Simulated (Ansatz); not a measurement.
CoO:

```
Co O
1.0
     1.50547    0.86918    2.43993
    -1.50547    0.86918    2.43993
     0.00000   -1.73837    2.43993
Co O
1 1
Direct
  0.00000 0.00000 0.00000
  0.50000 0.50000 0.50000
```

The cell is a database's computed one.

Base run:

```yaml
Program: Ansatz 0.2.0
Functional: PBEsol
Potentials_or_basis: all-electron LAPW, non-relativistic
Cutoff: 363 eV
Density_cutoff: 1450 eV
Basis_error_allowed: 0.001 eV/atom
k_mesh: 11 × 11 × 11
Occupations: fermi-dirac, width 0.05 eV
Spin: collinear spin, ferromagnetic start
Starting_moments: "[2.0, 0.0] μB"
```

Its results: pressure -8.3 GPa; net moment 2.91 μB per cell; site moments Co +2.55; O +0.34 μB.

Question: The run is repeated on the same cell with these changes: potentials or basis from all-electron LAPW, non-relativistic to all-electron PAW datasets made for the crystal. What comes out?

Answer: Pressure -9.2 GPa; net moment 2.94 μB per cell; site moments Co +2.49; O +0.33 μB.

Caveats: a cell with one magnetic atom can't hold antiferromagnetic order, which such compounds often take.

Not every run made on this cell is shown here.
